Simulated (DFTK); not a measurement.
Runs of DFTK 0.8.2 on Sb. It takes space group R-3m (No. 166, trigonal). Conventional cell: a = 4.308 Å, b = 4.308 Å, c = 11.274 Å, α = 90.00°, β = 90.00°, γ = 120.00°. Around Sb (site symmetry 3m) lie 3 Sb at 2.91 Å. 

| task | level | potentials or basis | k mesh | cutoff (eV) | valence electrons | SCF solver | gap on the mesh (eV) | pressure (GPa) | V0 of scaled cells (Å³/atom) | B0 (GPa) | largest force (eV/Å) |
| --- | --- | --- | --- | --- | --- | --- | --- | --- | --- | --- | --- |
| band structure | PBE | in-house norm-conserving set (PBE, scalar relativistic) | 5 × 5 × 5 | 1088 | Sb 15 | - | 0.38 | 2.6 | - | - | 0.04 |
| single point | PBEsol | dojo.nc.sr.pbesol.v0_4_1.standard.upf (PBEsol) | 8 × 8 × 8 | 1088 | Sb 15 | - | none | 0.0 | - | - | 0.12 |
| band structure | PBE | SG15 1.2 (PBE) | 6 × 6 × 6 | 1225 | Sb 15 | - | none | 2.8 | - | - | 0.10 |
| band structure | PBEsol | cp2k.nc.sr.pbe.v0_1.largecore.gth (PBE, GTH) | 8 × 8 × 8 | 735 | Sb 5 | - | none | (b) | - | - | 0.32 |
| equation of state | LDA | cp2k.nc.sr.lda.v0_1.largecore.gth (LDA, GTH) | 5 × 5 × 5 | 735 | Sb 5 | - | - | - | 29.52 | (a) | - |
| equation of state | LDA | cp2k.nc.sr.lda.v0_1.semicore.gth (LDA, GTH) | 6 × 6 × 6 | 735 | Sb 5 | - | - | - | 29.57 | 59 | - |
| band structure | PBEsol | SG15 1.2 (PBE) | 6 × 6 × 6 | 1225 | Sb 15 | - | none | -0.3 | - | - | - |
| band structure | LDA | cp2k.nc.sr.lda.v0_1.semicore.gth (LDA, GTH) | 8 × 8 × 8 | 735 | Sb 5 | - | none | -1.3 | - | - | 0.03 |
| single point | PBE | dojo.nc.sr.pbe.v0_4_1.standard.upf (PBE) | 8 × 8 × 8 | 1088 | Sb 15 | - | none | 2.7 | - | - | 0.18 |
| equation of state | PBEsol | cp2k.nc.sr.pbe.v0_1.largecore.gth (PBE, GTH) | 6 × 6 × 6 | 735 | Sb 5 | - | - | - | 31.32 | 55 | - |
| equation of state | r2SCAN | cp2k.nc.sr.pbe.v0_1.largecore.gth (PBE, GTH) | 5 × 5 × 5 | 952 | Sb 5 | ScfAndersonSolver | - | - | 31.67 | 54 | - |

Alike in all rows: no spin polarisation; cell as given; smearing fermi-dirac 0.05 eV.

Fill in the values left out.

(a) 61; (b) 2.1.

Caveats: GTH potentials come without recommended cutoffs, and this one wasn't checked for convergence (some runs); the potentials were made for another functional, which shifts forces and pressure (some runs); the cell was scaled at fixed shape and fractional positions, which overstates the stiffness of a crystal with free parameters, most of all of layers and chains (some runs); spin-orbit coupling is left out, which moves the levels of the heavy elements (some runs); the mesh misses the band edges, which the band path finds closer together (some runs).

A k mesh can miss the band edges, and the runs leave out spin-orbit coupling on Sb.

A gap of «none» marks a metal or a gap under the smearing width.

Not every run made on this cell is shown here.
